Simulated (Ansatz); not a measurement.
Write the native input for Ansatz 0.2.0 that does the following.

```
Task                : relaxation of cell and atoms
Functional          : RPBE
Potentials or basis : Ansatz PAW
Cutoff              : 420 eV (not typed: the program's choice for these potentials)
k mesh              : 9 × 9 × 9
Occupations         : fermi-dirac, width 0.05 eV
Spin                : no spin polarisation
```

Crystal: Pb.

```
Pb
1.0
     0.00000    2.47502    2.47502
     2.47502    0.00000    2.47502
     2.47502    2.47502    0.00000
Pb
1
Cartesian
  0.0000 0.0000 0.0000
```

These files were run (other wordings do the same):

input.yaml

```yaml
crystal:
  lattice:
    - [0.0, 2.47502, 2.47502]
    - [2.47502, 0.0, 2.47502]
    - [2.47502, 2.47502, 0.0]
  atoms:
    - { symbol: Pb, position: [0.0, 0.0, 0.0] }
hamiltonian:
  xc: rpbe
  pseudopotentials: { kind: paw }
kpoints:
  mp_grid: { grid: [9, 9, 9] }
scf:
  occupations: { method: fermi_dirac, width: 0.05 }
output:
  forces: true
  stress: true
relax:
  f_tol: 0.01
  max_steps: 40
  cell: { stress_tol: 0.05 }
```

Potentials or basis: Ansatz PAW.

Run with:

```sh
$ ansatz run input.yaml --threads 2 --pin off --max-ram 5632MiB --backend cpu --events-out ev --progress --plain --runs-dir out
```

It gave:

```json
{"Relaxed volume": "33.12 Å³/atom", "Relaxed cell": "a = 3.605 Å, b = 3.605 Å, c = 3.605 Å, α = 60.00°, β = 60.00°, γ = 60.00°", "Space group after relaxing (to 0.05 Å)": "Fm-3m (No. 225)", "Energy gained by relaxing": "31.1 meV/atom", "Ionic steps": "4", "Pressure after relaxing": "0.0 GPa"}
```

Caveat: the plane-wave basis is chosen anew once the cell has moved, so the energies of steps on either side of that aren't comparable; the PAW data sets come from PBE, with cores solved anew for the run's functional, which leaves a small shift of forces and pressure.

It took 1.7 s on 2 threads of Arm Neoverse V1, on a shared host, peak memory 0.28 GiB.
